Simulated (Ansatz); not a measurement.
LiF: moving Li off its site

LiF, Pm-3m, a = 2.560 Å (as given, not relaxed at this level: -7.7 GPa). This isn't the usual stable structure of the compound. Ansatz: LDA, PAW, 420 eV, Γ-centred 10×10×10 mesh on 2 atoms, Gaussian smearing 0.05 eV; no spin polarisation.

```
Li F
1.0
     2.55953    0.00000    0.00000
     0.00000    2.55953    0.00000
     0.00000    0.00000    2.55953
Li F
1 1
Direct
  0.00000 0.00000 0.00000
  0.50000 0.50000 0.50000
```

Atom 1 (Li) moves by x along the unit vector (-1.000, 0.000, 0.000), with its periodic images; all else is held. y is the free energy of the cell over the start, F the force along the path summed over the moved atoms. Symmetry makes y even in x.

| x (Å) | y (meV) | F (eV/Å) |
| --- | --- | --- |
| -0.3000 | -24.40 | -0.14 |
| -0.1500 | ? | ? |
| 0.0000 | 0.00 | 0.00 |
| 0.0375 | -0.43 | 0.02 |
| 0.0750 | -1.72 | 0.05 |
| 0.1125 | -3.83 | 0.07 |
| 0.1875 | -10.31 | 0.10 |
| 0.2250 | -14.52 | 0.12 |
| 0.2625 | -19.26 | 0.13 |

Task: Fit y = c2 x² + c4 x⁴ to the energies of the other rows, give the force constant, and predict energy and force of the missing row.

Result: Least squares on the rows shown. y = −307.28 x² + 402.25 x⁴. The force constant is 2 c2 = -0.615 eV/Å², negative: the site is a maximum along this line, for the cell as given, at -7.7 GPa (for all images moving together, not for a lone atom). The force −dy/dx at the missing row is -0.09 eV/Å (computed -0.09). At x = -0.1500 the fit asked for gives -6.71 meV. The run gave -6.72 meV, so the fit is 0.01 meV too high, a small miss on the scale of the series.